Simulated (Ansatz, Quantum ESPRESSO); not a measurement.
## Equation of state of zinc blende GaAs

How stiff is zinc blende GaAs under hydrostatic load? Each row scales the relaxed cell evenly and relaxes the atoms. The phase is followed to these pressures whether or not it stays the stable one.

Calculated with Ansatz 0.2.0, PBEsol, PAW files of the set soft_1, cutoff 600 eV, Fermi–Dirac smearing 0.02 eV, k-mesh 9×9×9, no spin polarisation, no spin-orbit coupling.

Reference cell, relaxed at zero pressure with PBEsol (F-43m): a = 4.0017 Å, b = 4.0017 Å, c = 4.0017 Å, α = 60.00°, β = 60.00°, γ = 60.00°.

```
atom       x       y       z
  As  0.7500  0.7500  0.7500
  Ga  0.0000  0.0000  0.0000
```

| V (Å³/atom) | V/V0 | P (GPa) | E − E0 (meV/atom) |
| --- | --- | --- | --- |
| 21.2973 | 0.9400 | 4.952 | 19.8 |
| 22.2036 | 0.9800 | 1.469 | 2.0 |
| 23.1099 | 1.0200 | −1.311 | 1.9 |
| 23.5630 | 1.0400 | −2.479 | 7.3 |
| 24.0161 | 1.0600 | −3.479 | 15.7 |

V0 = 22.6567 Å³ an atom, where the residual pressure P0 is +0.001 GPa. **Question.** Fit the Birch–Murnaghan law and give the pressure and the energy at V = 21.7505 Å³ an atom, a row left out above.

With the Eulerian strain f = ½[(V0/V)^(2/3) − 1] and F = (P − P0)/[3f(1 + 2f)^(5/2)], the third-order law is the line F = B0 + (3/2) B0 (B′ − 4) f.

| f | F (GPa) |
| --- | --- |
| 0.02106 | 70.70 |
| 0.00678 | 69.79 |
| −0.00656 | 68.92 |
| −0.01290 | 68.39 |
| −0.01905 | 67.10 |

A straight line through the 5 rows: the means are −0.002134 for f and 68.98 for F, Σ(Δx)² = 0.001039 and ΣΔxΔy = 0.08553, so the slope is 0.08553/0.001039 = 82.318 and the intercept 68.98 − (82.318)(−0.002134) = 69.156.

Hence B0 = 69.2 GPa and B′ = 4 + (82.3)/(1.5 × 69.2) = 4.79. For the withheld volume f = 0.01379, F = 70.29 GPa and P = 3.11 GPa. The run itself gives 3.11 GPa, so the estimate misses by 0.00 GPa, a rounding's worth.

Integrating the same law gives E − E0 = (9/2) B0 V0 f²[1 + (B′ − 4) f] + P0(V0 − V), with 1 GPa Å³ = 6.2415 meV: 8.5 meV an atom. The run itself gives 8.5 meV, so the estimate misses by 0.0 meV, a rounding's worth.

The same fit over all rows at other levels or in other programs gives B0 = 72 GPa with r2SCAN (Ansatz) and 75 GPa with LDA (Quantum ESPRESSO, GBRV).

[Logs are printed without paths, hosts, clocks, repeated set-up lines and the standing remarks that a program may print on its own settings, such as how far it seeks lower states.]
